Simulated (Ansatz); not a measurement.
# TiSe2: lattice vibrations and screening, part 2 of 2

The task, for TiSe2: find the equilibrium cell, tighten the relaxation for response calculations and compute the phonons at Γ and, if it has a gap, its response to an electric field.

Ansatz 0.2.0; DFT r2SCAN+D3(BJ), scalar-relativistic, plane waves, PAW.

## Step 4: Relaxing to 0.001 eV/Å, with the smearing for a metal

Response functions are second derivatives at a minimum, so forces and stress are first brought close to zero on the mesh and occupations that the response runs use.

input.yaml

```yaml
crystal:
  lattice:
    - [3.5367618795, 0.0, 0.0]
    - [-1.7683809398, 3.0629256348, 0.0]
    - [0.0, 0.0, 6.0350303857]
  atoms:
    - { symbol: Ti, position: [0.0, 0.0, 0.0] }
    - { symbol: Se, position: [0.3333333333, 0.6666666667, 0.2518025257] }
    - { symbol: Se, position: [0.6666666667, 0.3333333333, 0.7481974743] }
basis:
  ecutwfc: 500
kpoints:
  mp_grid: { grid: [15, 15, 8] }
hamiltonian:
  xc: r2scan
  dispersion: d3bj
scf:
  occupations: { method: fermi_dirac, width: 0.15 }
output:
  forces: true
  stress: true
  eigenvalues: true
relax:
  adjacent_minimum: "off"
  f_tol: 0.001
  max_steps: 60
  cell: { stress_tol: 0.01 }
```

Run with:

```
$ ansatz run input.yaml --threads 2 --pin off --max-ram 5120MiB --backend cpu --events-out ev --progress --plain --runs-dir out
```

Log:

```text
Warning: the engine holds no damping parameters fitted to this dispersion correction and functional, so the run takes those fitted to r2scan beside the three-body term, which d3bj leaves out (hamiltonian.dispersion, under Limitations)
Warning: RAYON_NUM_THREADS=2 ignored (pool sized by the plan → 2); use --threads N
band count auto-derived: 28 (N_el = 44.0; filled up to band 22; 27 by the electrons, moments and atoms)
[... 10 set-up lines as earlier in the session ...]
Crystal: 3 atoms, lattice volume = 65.377 Å³
Basis set: ecut = 500 eV, 1655 PW (Γ), exchange–correlation on 108×108×180 points (64 copies of the dense FFT grid, shifted against one another)
Bands: 28, of which v1, the nominal top of the filled ones, is band 22 counted from 1 (21 counted from 0)
[... 2 set-up lines as earlier in the session ...]
k-points: 192 of 1800
[... 10 set-up lines as earlier in the session ...]
SCF iter   1: F=—  HF=-13465.189540 eV  |F-HF|=—  |Δ(HF+E_count)|=         —  Δρ=2.58e-2  dr2=8.82e-1  dr2_τ=3.63e-2  ethr=1.77e-3  ⟨swp⟩=5.0  Hψ=20859  notcnv=0
preconditioner: auto → Kerker (q_TF=auto, 2.554 Å⁻¹)  [metal: Δε(μ)=0.070 eV  Ē_g=8.725 eV  σ=0.150 eV  W_gap=0.12  n_scr=22 (ndim 8)  ℏωp=18.4 eV  f_vac=0.039  D(μ)=0.37/eV (n_scr^D=0)]
SCF iter   2: F=—  HF=-13465.137480 eV  |F-HF|=—  |Δ(HF+E_count)|=   5.21e-2  Δρ=1.03e-2  dr2=6.74e-2  dr2_τ=2.28e-2  ethr=1.77e-3  ⟨swp⟩=2.1  Hψ=8307  notcnv=0
preconditioner: auto → LDOS  [metal: Δε(μ)=0.023 eV  Ē_g=8.318 eV  σ=0.150 eV  W_gap=0.04  n_scr=22 (ndim 8)  ℏωp=18.4 eV  f_vac=0.043  D(μ)=0.77/eV (n_scr^D=2)  β→1.0]
SCF iter   3: F=—  HF=-13465.135362 eV  |F-HF|=—  |Δ(HF+E_count)|=   2.12e-3  Δρ=1.84e-3  dr2=2.49e-3  dr2_τ=1.92e-4  ethr=1.53e-4  ⟨swp⟩=2.0  Hψ=8602  notcnv=0
SCF iter   4: F=—  HF=-13465.135745 eV  |F-HF|=—  |Δ(HF+E_count)|=   3.83e-4  Δρ=7.39e-4  dr2=6.71e-4  dr2_τ=1.74e-5  ethr=5.66e-6  ⟨swp⟩=3.0  Hψ=11230  notcnv=0
SCF iter   5: F=—  HF=-13465.135760 eV  |F-HF|=—  |Δ(HF+E_count)|=   1.49e-5  Δρ=2.95e-4  dr2=6.73e-5  dr2_τ=2.95e-6  ethr=1.53e-6  ⟨swp⟩=2.0  Hψ=6527  notcnv=0
SCF iter   6: F=—  HF=-13465.135761 eV  |F-HF|=—  |Δ(HF+E_count)|=   1.62e-6  Δρ=4.38e-5  dr2=1.22e-6  dr2_τ=8.55e-8  ethr=1.53e-7  ⟨swp⟩=1.3  Hψ=6398  notcnv=0
SCF iter   7: F=—  HF=-13465.135762 eV  |F-HF|=—  |Δ(HF+E_count)|=   6.17e-7  Δρ=1.10e-5  dr2=1.15e-7  dr2_τ=2.61e-9  ethr=2.27e-10  ⟨swp⟩=6.0  Hψ=22060  notcnv=0
SCF iter   8: F=-13465.135762 eV  HF=-13465.135762 eV  |F-HF|=2.07e-9  |Δ(HF+E_count)|=   2.01e-8  Δρ=1.73e-6  dr2=2.23e-9  dr2_τ=1.48e-10  ethr=2.27e-10  ⟨swp⟩=4.0  Hψ=15749  notcnv=0
SCF 1 converged in 8 iterations: F = -13465.135762 eV  dr2 = 2.23e-9
relax step   1: F+E_penalty+E_count = -13465.13576190 eV  Δ(F+E_penalty+E_count) = +0.000e0 eV  max|allowed force component| = 2.395e-2 eV/Å  Δτ_max = 0.0000 Å  P = -0.037 GPa  Ω = 65.377 Å³  (8 SCF iters, dr2 threshold 1.00e-7 eV, accepted)
Crystal: 3 atoms, lattice volume = 64.839 Å³
Basis set: ecut = 500 eV, 1641 PW (Γ), exchange–correlation on 108×108×180 points (64 copies of the dense FFT grid, shifted against one another)
[... 2 set-up lines as earlier in the session ...]
iter 1 solved again at ethr=1.68e-5 eV; its pass at ethr=3.10e-3 eV (dr2=7.40e-3 eV) is discarded
SCF iter   1: F=—  HF=-13465.135005 eV  |F-HF|=—  |Δ(HF+E_count)|=         —  Δρ=1.97e-3  dr2=7.19e-3  dr2_τ=1.60e-3  ethr=1.68e-5  ⟨swp⟩=1.0  Hψ=20330  notcnv=0
preconditioner: auto → LDOS  [metal: Δε(μ)=0.020 eV  Ē_g=8.405 eV  σ=0.150 eV  W_gap=0.03  n_scr=22 (ndim 8)  ℏωp=18.4 eV  f_vac=0.036  D(μ)=0.71/eV (n_scr^D=2)  β→1.0]
SCF iter   2: F=—  HF=-13465.138787 eV  |F-HF|=—  |Δ(HF+E_count)|=   3.78e-3  Δρ=3.61e-3  dr2=2.60e-2  dr2_τ=6.62e-4  ethr=1.63e-5  ⟨swp⟩=2.3  Hψ=8347  notcnv=0  recentre
SCF iter   3: F=—  HF=-13465.135500 eV  |F-HF|=—  |Δ(HF+E_count)|=   3.29e-3  Δρ=3.71e-4  dr2=1.37e-4  dr2_τ=1.16e-6  ethr=1.63e-5  ⟨swp⟩=2.0  Hψ=6560  notcnv=0
SCF iter   4: F=—  HF=-13465.135503 eV  |F-HF|=—  |Δ(HF+E_count)|=   3.00e-6  Δρ=4.44e-5  dr2=3.59e-6  dr2_τ=7.78e-8  ethr=3.10e-7  ⟨swp⟩=2.0  Hψ=6858  notcnv=0
SCF iter   5: F=—  HF=-13465.135504 eV  |F-HF|=—  |Δ(HF+E_count)|=   1.03e-6  Δρ=2.47e-5  dr2=7.36e-7  dr2_τ=2.08e-8  ethr=8.17e-9  ⟨swp⟩=3.0  Hψ=10004  notcnv=0
SCF iter   6: F=—  HF=-13465.135503 eV  |F-HF|=—  |Δ(HF+E_count)|=   4.69e-8  Δρ=8.67e-6  dr2=7.01e-8  dr2_τ=5.20e-9  ethr=1.67e-9  ⟨swp⟩=2.6  Hψ=7064  notcnv=0
SCF iter   7: F=-13465.135503 eV  HF=-13465.135503 eV  |F-HF|=1.02e-9  |Δ(HF+E_count)|=   1.04e-8  Δρ=1.41e-6  dr2=1.44e-9  dr2_τ=3.27e-11  ethr=8.15e-11  ⟨swp⟩=4.2  Hψ=16663  notcnv=0
SCF 2 converged in 7 iterations: F = -13465.135503 eV  dr2 = 1.44e-9
relax step   2: F+E_penalty+E_count = -13465.13550348 eV  Δ(F+E_penalty+E_count) = +2.584e-4 eV  max|allowed force component| = 5.726e-2 eV/Å  Δτ_max = 0.0137 Å  P = -0.017 GPa  Ω = 64.839 Å³  energy of the carried Pulay correction = +9.982e-5 eV  (7 SCF iters, dr2 threshold 3.59e-8 eV, rejected (line search))
Crystal: 3 atoms, lattice volume = 65.171 Å³
Basis set: ecut = 500 eV, 1653 PW (Γ), exchange–correlation on 108×108×180 points (64 copies of the dense FFT grid, shifted against one another)
iter 1 solved again at ethr=6.73e-6 eV; its pass at ethr=3.10e-3 eV (dr2=2.96e-3 eV) is discarded
SCF iter   1: F=—  HF=-13465.135567 eV  |F-HF|=—  |Δ(HF+E_count)|=         —  Δρ=1.22e-3  dr2=2.77e-3  dr2_τ=6.36e-4  ethr=6.73e-6  ⟨swp⟩=1.0  Hψ=19714  notcnv=0
preconditioner: auto → LDOS  [metal: Δε(μ)=0.007 eV  Ē_g=8.416 eV  σ=0.150 eV  W_gap=0.01  n_scr=22 (ndim 8)  ℏωp=18.4 eV  f_vac=0.041  D(μ)=0.66/eV (n_scr^D=2)  β→1.0]
SCF iter   2: F=—  HF=-13465.137348 eV  |F-HF|=—  |Δ(HF+E_count)|=   1.78e-3  Δρ=2.41e-3  dr2=1.14e-2  dr2_τ=2.85e-4  ethr=6.29e-6  ⟨swp⟩=2.3  Hψ=8110  notcnv=0  recentre
SCF iter   3: F=—  HF=-13465.135940 eV  |F-HF|=—  |Δ(HF+E_count)|=   1.41e-3  Δρ=2.75e-4  dr2=8.23e-5  dr2_τ=6.56e-7  ethr=6.29e-6  ⟨swp⟩=2.0  Hψ=6573  notcnv=0
SCF iter   4: F=—  HF=-13465.135939 eV  |F-HF|=—  |Δ(HF+E_count)|=   8.31e-7  Δρ=3.56e-5  dr2=1.51e-6  dr2_τ=6.62e-8  ethr=1.87e-7  ⟨swp⟩=2.3  Hψ=6709  notcnv=0
SCF iter   5: F=—  HF=-13465.135939 eV  |F-HF|=—  |Δ(HF+E_count)|=   1.36e-7  Δρ=1.80e-5  dr2=3.48e-7  dr2_τ=1.17e-8  ethr=3.42e-9  ⟨swp⟩=3.0  Hψ=11017  notcnv=0
SCF iter   6: F=—  HF=-13465.135939 eV  |F-HF|=—  |Δ(HF+E_count)|=   1.11e-8  Δρ=4.35e-6  dr2=2.11e-8  dr2_τ=1.58e-9  ethr=7.91e-10  ⟨swp⟩=2.0  Hψ=6053  notcnv=0
SCF iter   7: F=—  HF=-13465.135939 eV  |F-HF|=—  |Δ(HF+E_count)|=  7.39e-10  Δρ=9.92e-7  dr2=1.08e-9  dr2_τ=1.67e-11  ethr=4.79e-11  ⟨swp⟩=1.5  Hψ=5557  notcnv=0
SCF iter   8: F=—  HF=-13465.135939 eV  |F-HF|=—  |Δ(HF+E_count)|=  7.28e-12  Δρ=1.42e-7  dr2=2.93e-11  dr2_τ=8.63e-13  ethr=2.46e-12  ⟨swp⟩=2.0  Hψ=6027  notcnv=0
SCF iter   9: F=—  HF=-13465.135939 eV  |F-HF|=—  |Δ(HF+E_count)|=    0.00e0  Δρ=4.48e-8  dr2=2.66e-12  dr2_τ=4.06e-14  ethr=1.00e-12  ⟨swp⟩=1.0  Hψ=5376  notcnv=0
SCF iter  10: F=-13465.135939 eV  HF=-13465.135939 eV  |F-HF|=1.82e-12  |Δ(HF+E_count)|=  1.82e-12  Δρ=6.68e-9  dr2=5.98e-14  dr2_τ=8.51e-16  ethr=1.00e-12  ⟨swp⟩=4.3  Hψ=16472  notcnv=0
the search or the solves at the SCF's close seem to have found levels that the self-consistency loop had missed (the run counts 1). By its estimate they hold under 1e-12 electrons; where the run keeps them, the occupations were computed again with them
SCF 3 converged in 10 iterations: F = -13465.135939 eV  dr2 = 5.98e-14
relax step   3: F+E_penalty+E_count = -13465.13593853 eV  Δ(F+E_penalty+E_count) = -1.766e-4 eV  max|allowed force component| = 1.230e-3 eV/Å  Δτ_max = 0.0049 Å  P = -0.012 GPa  Ω = 65.171 Å³  energy of the carried Pulay correction = +3.815e-5 eV  (10 SCF iters, accepted)
Crystal: 3 atoms, lattice volume = 65.158 Å³
iter 1 solved again at ethr=5.23e-9 eV; its pass at ethr=3.10e-3 eV (dr2=2.30e-6 eV) is discarded
SCF iter   1: F=—  HF=-13465.135941 eV  |F-HF|=—  |Δ(HF+E_count)|=         —  Δρ=3.44e-5  dr2=2.24e-6  dr2_τ=6.58e-7  ethr=5.23e-9  ⟨swp⟩=2.1  Hψ=21747  notcnv=0
preconditioner: auto → LDOS  [metal: Δε(μ)=0.007 eV  Ē_g=8.409 eV  σ=0.150 eV  W_gap=0.01  n_scr=22 (ndim 8)  ℏωp=18.4 eV  f_vac=0.040  D(μ)=0.67/eV (n_scr^D=2)  β→1.0]
SCF iter   2: F=—  HF=-13465.135942 eV  |F-HF|=—  |Δ(HF+E_count)|=   1.67e-6  Δρ=6.76e-5  dr2=8.91e-6  dr2_τ=2.28e-7  ethr=5.08e-9  ⟨swp⟩=2.2  Hψ=7515  notcnv=0  recentre
SCF iter   3: F=—  HF=-13465.135941 eV  |F-HF|=—  |Δ(HF+E_count)|=   1.09e-6  Δρ=3.40e-6  dr2=5.24e-9  dr2_τ=3.68e-10  ethr=5.08e-9  ⟨swp⟩=2.0  Hψ=6559  notcnv=0
SCF iter   4: F=—  HF=-13465.135941 eV  |F-HF|=—  |Δ(HF+E_count)|=   1.05e-9  Δρ=1.41e-6  dr2=1.44e-9  dr2_τ=9.18e-11  ethr=1.94e-12  ⟨swp⟩=5.5  Hψ=21231  notcnv=0
SCF iter   5: F=-13465.135941 eV  HF=-13465.135941 eV  |F-HF|=9.46e-11  |Δ(HF+E_count)|=  1.95e-10  Δρ=4.33e-7  dr2=1.39e-10  dr2_τ=1.13e-11  ethr=1.94e-12  ⟨swp⟩=4.0  Hψ=16243  notcnv=0
SCF 4 converged in 5 iterations: F = -13465.135941 eV  dr2 = 1.39e-10
relax step   4: F+E_penalty+E_count = -13465.13594140 eV  Δ(F+E_penalty+E_count) = -2.875e-6 eV  max|allowed force component| = 6.286e-4 eV/Å  Δτ_max = 0.0002 Å  P = -0.004 GPa  Ω = 65.158 Å³  energy of the carried Pulay correction = +4.043e-5 eV  (5 SCF iters, dr2 threshold 8.52e-10 eV, accepted)
[... 1 set-up line as earlier in the session ...]
iter 1 solved again at ethr=7.01e-8 eV; its pass at ethr=3.10e-3 eV (dr2=3.08e-5 eV) is discarded
SCF iter   1: F=—  HF=-13465.135903 eV  |F-HF|=—  |Δ(HF+E_count)|=         —  Δρ=4.04e-6  dr2=1.30e-9  dr2_τ=1.39e-8  ethr=7.01e-8  ⟨swp⟩=3.1  Hψ=32650  notcnv=0
eigensolver tolerance schedule: the retry pair's looser diagonalisation over-reported the residual by 23667.09 of it (diagonalisation noise at 1.15 of the residual, at the tolerance the schedule requests for it); recorded, not acted on — ethr = c·dr2/N_el stays at c = 1.0e-1
SCF iter   2: F=—  HF=-13465.135903 eV  |F-HF|=—  |Δ(HF+E_count)|=   1.45e-7  Δρ=1.35e-6  dr2=1.66e-9  dr2_τ=5.56e-11  ethr=2.96e-12  ⟨swp⟩=3.1  Hψ=11213  notcnv=0
SCF iter   3: F=—  HF=-13465.135903 eV  |F-HF|=—  |Δ(HF+E_count)|=  4.37e-10  Δρ=6.04e-7  dr2=2.47e-10  dr2_τ=1.99e-11  ethr=2.96e-12  ⟨swp⟩=2.0  Hψ=9823  notcnv=0
SCF iter   4: F=—  HF=-13465.135903 eV  |F-HF|=—  |Δ(HF+E_count)|=  3.64e-11  Δρ=1.16e-7  dr2=1.93e-11  dr2_τ=4.99e-13  ethr=1.00e-12  ⟨swp⟩=1.4  Hψ=5947  notcnv=0
SCF iter   5: F=—  HF=-13465.135903 eV  |F-HF|=—  |Δ(HF+E_count)|=  7.28e-12  Δρ=5.45e-8  dr2=3.31e-12  dr2_τ=1.38e-13  ethr=1.00e-12  ⟨swp⟩=1.0  Hψ=5376  notcnv=0
SCF iter   6: F=-13465.135903 eV  HF=-13465.135903 eV  |F-HF|=3.64e-12  |Δ(HF+E_count)|=  3.64e-12  Δρ=9.77e-9  dr2=7.06e-14  dr2_τ=1.56e-15  ethr=1.00e-12  ⟨swp⟩=4.7  Hψ=17241  notcnv=0
SCF 5 converged in 6 iterations: F = -13465.135903 eV  dr2 = 7.06e-14
relax step   5: F+E_penalty+E_count = -13465.13590286 eV  Δ(F+E_penalty+E_count) = +3.854e-5 eV  max|allowed force component| = 6.259e-4 eV/Å  Δτ_max = 0.0000 Å  P = -0.005 GPa  Ω = 65.158 Å³  stress off target by 9.42e-3 GPa  SCF on the basis re-selected at this cell (its energy is not comparable with the rows above)  (6 SCF iters)
basis re-selected at this cell: Δ(F+E_penalty+E_count) = +3.854e-5 eV, ΔP = -0.000 GPa vs the last step (what re-selecting the basis moved, of the pressure what is left beyond the Pulay correction that the steps carried, after the strain that the cell walked since its last selection, with what the two solves' SCF thresholds leave and, on support functions, any second-order correction that the steps lacked; it is no measure of the basis error at this ecutwfc). This SCF's stress stands 9.42e-3 GPa from its target on what of the cell is left free (relax.cell.stress_tol is 1.00e-2 GPa) and its largest allowed force component is 6.26e-4 eV/Å (relax.f_tol is 1.00e-3 eV/Å): within both
SCF converged after 6 iterations
Free energy (F): -13465.135903 eV
Harris-Foulkes:  -13465.135903 eV  (|F-HF|=3.64e-12)
Internal energy: -13465.080305 eV  (E = F + TS)
E sigma→0 (E₀):  -13465.108104 eV
Entropy (-TS):   -0.055598 eV (-18.533 meV/atom)
Fermi energy:    9.465191 eV
--- Per-component energies (eV) ---
  E_band       = -964.509053
  E_kinetic    = 510.705884
  E_local      = -5820.360468  (includes V_loc(G=0)·N_el)
  E_nonlocal   = -1185.319162
  E_hartree    = 2810.553289
  E_xc         = -291.211442
  E_vxc        = -346.282861  (∫ρ·V_xc dr)
  E_paw        = -4905.260336  (= ΣΔE_a)
  E_vpaw       = 236.260496  (= ΣTr[D̂ρ^β])
  E_aug_tail   = -0.000330  (compensation charges beyond the density's cutoff)
  E_vtau       = 19.380808  (kinetic-family band-sum trace: ∫τ·v_τ [+ j·A + Jᵃ·Aᵃ] dr)
  E_ewald      = -4579.806634
  E_disp       = -0.598110  (pairwise vdW)
  E_core_change = -3.782998  (= ΣΔE_core)
  E_smearing   = -0.055598  (= −TS)
  E_closure    = -0.000000  (closes the sum)
  Σ components = -13465.135903   (vs F -13465.135903, Δ=0.00e0)
--- Forces (eV/Å), atoms counted from 1 ---
  atom   1  Ti     0.00000000    -0.00000000     0.00000000
  atom   2  Se     0.00000000    -0.00000000    -0.00062589
  atom   3  Se    -0.00000000     0.00000000     0.00062589
  max |Σ_I F_I| component: 2.31e-18 eV/Å
--- Stress (GPa, compression-positive) ---
       -0.002193      -0.000000      -0.000000
       -0.000000      -0.002193       0.000000
       -0.000000       0.000000      -0.009423
  P = ⅓ Tr σ = -0.0046 GPa (-0.046 kbar)
--- Band table (eV; the first three rows and the last of 192) ---
  k-point 0: bands = ["-50.6336", "-38.6275", "-38.6275", "-38.6272", "-38.6272", "-38.6170", "-38.6170", "-38.6163", "-38.6163", "-38.6108", "-38.6102", "-25.7948", "-25.7823", "-25.7823", "-5.0969", "-3.6033", "3.9374", "6.9171", "6.9171", "9.5269", "9.8573", "9.8573", "10.0321", "10.0321", "10.3209", "12.9478", "12.9478", "15.7514"]
  k-point 1: bands = ["-50.6336", "-38.6276", "-38.6276", "-38.6271", "-38.6271", "-38.6170", "-38.6170", "-38.6163", "-38.6163", "-38.6107", "-38.6102", "-25.7948", "-25.7823", "-25.7823", "-5.0599", "-3.6675", "4.0888", "6.9243", "6.9243", "9.0713", "9.8254", "9.8254", "10.0312", "10.0312", "10.5361", "12.9925", "12.9925", "15.7967"]
  k-point 2: bands = ["-50.6336", "-38.6277", "-38.6277", "-38.6270", "-38.6270", "-38.6170", "-38.6170", "-38.6163", "-38.6163", "-38.6107", "-38.6103", "-25.7948", "-25.7823", "-25.7823", "-4.9556", "-3.8356", "4.5130", "6.9421", "6.9421", "8.2300", "9.7520", "9.7520", "10.0275", "10.0275", "10.7591", "13.0993", "13.0993", "15.9373"]
  k-point 191: bands = ["-50.6253", "-38.6270", "-38.6263", "-38.6263", "-38.6254", "-38.6170", "-38.6170", "-38.6167", "-38.6165", "-38.6093", "-38.6093", "-25.8463", "-25.8463", "-25.7700", "-3.2564", "-3.2564", "5.0106", "5.0106", "5.4545", "6.2111", "7.1955", "7.1955", "10.7574", "10.9166", "10.9166", "12.9553", "12.9553", "17.0242"]
--- Relaxed structure (4 steps of the walk, 3 accepted, 1 SCFs on fresh bases) ---
  F+E_penalty+E_count = -13465.13590286 eV   max|allowed force component| = 6.259e-4 eV/Å   (the final SCF, on the basis selected at the relaxed cell)
  cell:  # Å, volume = 65.1584 Å³
    - [3.5333163365683986, 2.8839391712345666e-11, -4.645725002529553e-19]
    - [-1.7666581683091749, 3.059941707060381, 4.645725002529558e-19]
    - [-7.927333676728016e-19, 4.576848232128634e-19, 6.026629147873829]
  atoms:
    - { symbol: Ti, position: [-9.146673040640939e-36, 8.620572197016437e-47, 1.448908652612274e-70] }
    - { symbol: Se, position: [0.3333333333333333, 0.6666666666666666, 0.25264194630198616] }
    - { symbol: Se, position: [0.6666666666666666, 0.33333333333333337, 0.7473580536980137] }
```

It took 62 s on 2 threads of Intel Xeon Platinum 8488C (Sapphire Rapids), shared host; peak memory 0.85 GiB.

Step by step:

```
step  energy from step 1 (eV/cell)  largest force component (eV/Å)  pressure (GPa)  volume (Å³)
   1                        0.0000                          0.0240           -0.04        65.38
   2                        0.0003                          0.0573           -0.02        64.84
   3                       -0.0002                          0.0012           -0.01        65.17
   4                       -0.0002                          0.0006            0.00        65.16
   5                       -0.0001                          0.0006            0.00        65.16
```

Step 1 is the start. Step 5 repeats the geometry before it on a plane-wave basis chosen anew for that cell, so its energy need not be comparable with the rows above. Step 2 was tried and not accepted.

|  | before | after | change |
| --- | --- | --- | --- |
| a (Å) | 3.537 | 3.533 | -0.1 % |
| b (Å) | 3.537 | 3.533 | -0.1 % |
| c (Å) | 6.035 | 6.027 | -0.1 % |
| volume (Å³/atom) | 21.79 | 21.72 | -0.3 % |
| shortest distance (Å) | 2.545 | 2.546 | 0.0 % |
| space group (0.01 Å) | P-3m1 | P-3m1 | same |

Forces and stress were held to the start's 12 operations: a distortion of lower symmetry was not tested.

## Step 5: Linear response at Γ

input.yaml

```yaml
crystal:
  lattice:
    - [3.5333163366, 0.0, 0.0]
    - [-1.7666581683, 3.0599417071, 0.0]
    - [0.0, 0.0, 6.0266291479]
  atoms:
    - { symbol: Ti, position: [0.0, 0.0, 0.0] }
    - { symbol: Se, position: [0.3333333333, 0.6666666667, 0.2526419463] }
    - { symbol: Se, position: [0.6666666667, 0.3333333333, 0.7473580537] }
basis:
  ecutwfc: 500
kpoints:
  mp_grid: { grid: [15, 15, 8] }
hamiltonian:
  xc: r2scan
  dispersion: d3bj
scf:
  occupations: { method: fermi_dirac, width: 0.15 }
output:
  eigenvalues: true
phonons:
  method: dfpt
  eigenvectors: true
```

Run with:

```
$ ansatz run input.yaml --threads 2 --pin off --max-ram 5120MiB --backend cpu --events-out ev --progress --plain --runs-dir out
```

Log, shortened:

```text
Warning: the engine holds no damping parameters fitted to this dispersion correction and functional, so the run takes those fitted to r2scan beside the three-body term, which d3bj leaves out (hamiltonian.dispersion, under Limitations)
Warning: RAYON_NUM_THREADS=2 ignored (pool sized by the plan → 2); use --threads N
band count auto-derived: 28 (N_el = 44.0; filled up to band 22; 27 by the electrons, moments and atoms)
[...]
[... 4 set-up lines as earlier in the session ...]
[...]
Crystal: 3 atoms, lattice volume = 65.158 Å³
Basis set: ecut = 500 eV, 1653 PW (Γ), exchange–correlation on 135×135×225 points (125 copies of the dense FFT grid, shifted against one another)
Bands: 28, of which v1, the nominal top of the filled ones, is band 22 counted from 1 (21 counted from 0)
[... 1 set-up line as earlier in the session ...]
[...]
SCF iter  10: F=-13465.135903 eV  HF=-13465.135903 eV  |F-HF|=0.00e0  |Δ(HF+E_count)|=  1.46e-11  Δρ=5.04e-8  dr2=2.42e-12  dr2_τ=4.08e-14  ethr=1.00e-12  ⟨swp⟩=5.1  Hψ=52703  notcnv=0
[...]
SCF converged after 10 iterations
Free energy (F): -13465.135903 eV
[...]
E sigma→0 (E₀):  -13465.108104 eV
Entropy (-TS):   -0.055598 eV (-18.533 meV/atom)
Fermi energy:    9.465190 eV
[...]
--- Band table (eV; the first three rows and the last of 488) ---
[...]
--- Phonons (Γ-DFPT): 4 representative perturbations + reference, on 488 of 1800 k-points (Σ response iterations 37) ---
  k mesh reduced under 2 symmetry operations, with k and −k counted as one. Each operation leaves every solved perturbation unchanged. A smaller set is not considered because the functional reads the kinetic-energy density
  ASR residual: 2.055e-3 → 0.000e0 eV/Å²; symmetrization residual: 2.333e-5 eV/Å²
[...]
  ASR residual per site (eV/Å²): 2.06e-3 3.19e-5 3.19e-5
  Γ frequencies (cm⁻¹): 0.00 0.00 0.00 145.00 145.00 148.98 148.98 205.32 309.04
  non-analytic LO–TO correction: not included (Born effective charges unavailable; polar crystals: no LO–TO splitting at Γ)
```

It took 13 min on 2 threads of Intel Xeon Platinum 8488C (Sapphire Rapids), shared host; peak memory 4 GiB.

The optical modes at Γ, the three translations left out (i: imaginary):

```csv
cm⁻¹,THz,modes
145,4.35,2
149,4.47,2
205,6.16,1
309,9.26,1
```

Displacements in the lowest optical mode (145 cm⁻¹), eigenvector over the root of the mass, scaled so that the longest move is 1. It is one member of a degenerate level, so its direction within the level is arbitrary.

| atom | x | y | z |
| --- | --- | --- | --- |
| Ti1 | 0.00 | 0.00 | 0.00 |
| Se2 | -0.01 | 1.00 | 0.00 |
| Se3 | 0.01 | -1.00 | 0.00 |

Displacements in the highest mode (309 cm⁻¹), eigenvector over the root of the mass, scaled so that the longest move is 1.

```
atom     x     y      z
 Ti1  0.00  0.00   1.00
 Se2  0.00  0.00  -0.30
 Se3  0.00  0.00  -0.30
```

## Step 6: Summary of results

This closing draws on all 2 parts. Changes of volume or cell count from the first structure of part 1.

| quantity | value |
| --- | --- |
| relaxed cell | a = 3.533 Å, b = 3.533 Å, c = 6.027 Å, α = 90.00°, β = 90.00°, γ = 120.00° |
| space group (0.01 Å) | P-3m1 (No. 164) |
| volume | 21.72 Å³/atom |
| optical modes at Γ | 145 to 309 cm⁻¹ |

**Reading.** Relaxation raised the volume by 0.5 %. A measured lattice constant a of TiSe2 is 3.5395 Å (300 K; “Effect of Cu intercalation and pressure on excitonic interaction in 1T-TiSe2”, 2019, arxiv:1902.02046); the calculated 3.533 Å misses it by -0.2 %. A measured lattice constant c of TiSe2 is 6.011 Å (powder; “Drastic suppression of CDW (charge density wave) by Pd addition in TiSe2”, 2022, arxiv:2211.04751); the calculated 6.027 Å misses it by +0.3 %. 2 values of this kind are on record in papers (6.0082 to 6.011 Å); this one was drawn at random among those near their median, those with a stated uncertainty first. That is the cell relaxed with r2SCAN+D3(BJ), without thermal expansion or zero-point motion. No zone-centre mode is imaginary. That tests stability at Γ alone. For a metal these values are sensitive to the k mesh.
